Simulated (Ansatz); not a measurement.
A (001) slab of relaxed bulk Ir (Fm-3m, 14.05 Å³/atom, gap on the mesh 0.00 eV), 4 planes in a 6×1 cell with the lowest 2 held; added atoms sit on lattice sites of the next plane. A dipole correction is on. The surface energy is the mean of the held and the free face; step energies are per length and the mean of the stripe's two steps, which run along the shortest translation of the plane; step and island energies count from the flat slab and bulk atoms.

Computed with Ansatz 0.2.0, DFT PBEsol, scalar-relativistic, plane waves, PAW.

Cutoff 420 eV, Gaussian smearing of 0.10 eV, energies at zero smearing, symmetry of each start kept, no spin polarisation.

| start | atoms | k mesh | surface energy (J/m²) | step energy (meV/Å) |
| --- | --- | --- | --- | --- |
| flat slab | 24 | 2×12×1 | 3.48 | - |
| stripe of 2 atoms | 26 | 2×12×1 | - | 63 |
| stripe of 3 atoms | 27 | 2×12×1 | - | 44 |

Zero in every row: gap on the mesh (eV).

Spin-orbit coupling is left out, which matters for the bands of heavy elements.

Small energy differences in metals hang on the k mesh (about 10 mJ/m² or 1 to 2 meV/atom on the mesh of the relaxation).

Cost: 3 runs of about 2.7 core-hours in all, on AMD EPYC 7R43 (Zen 3) (shared hosts).